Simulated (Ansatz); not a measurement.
Take a crystal in which Al has been replaced by B on all its sites, with the cell rescaled by a rough guess (in some cases also distorted within its space group) and nothing relaxed:

```yaml
crystal:
  lattice:
    - [0.00000, 1.84739, 1.84739]
    - [1.84739, 0.00000, 1.84739]
    - [1.84739, 1.84739, 0.00000]
  atoms:
    - { symbol: B, position: [0.50000, 0.50000, 0.50000] }
    - { symbol: N, position: [0.00000, 0.00000, 0.00000] }
```

Theory: DFT PBE, scalar-relativistic, plane waves, PAW (Ansatz 0.2.0).

Plane waves to 420 eV, a k mesh through Γ of 16×16×16 on the computed 2-atom cell and Gaussian smearing (0.01 eV); no spin polarisation.

**Question.** What pressure does the cell carry?

**Answer.** The pressure is -44.2 GPa (positive in compression), so the cell would contract.

**Question.** Is it a metal on this mesh?

**Answer.** No: the gap is 0.08 eV, the least direct gap 4.85 eV.

**Question.** What is its energy against the elements in their standard states?

**Answer.** +0.724 eV/atom at this unrelaxed geometry, with the elements in the same functional.

This rock-salt form isn't the usual stable structure of the compound.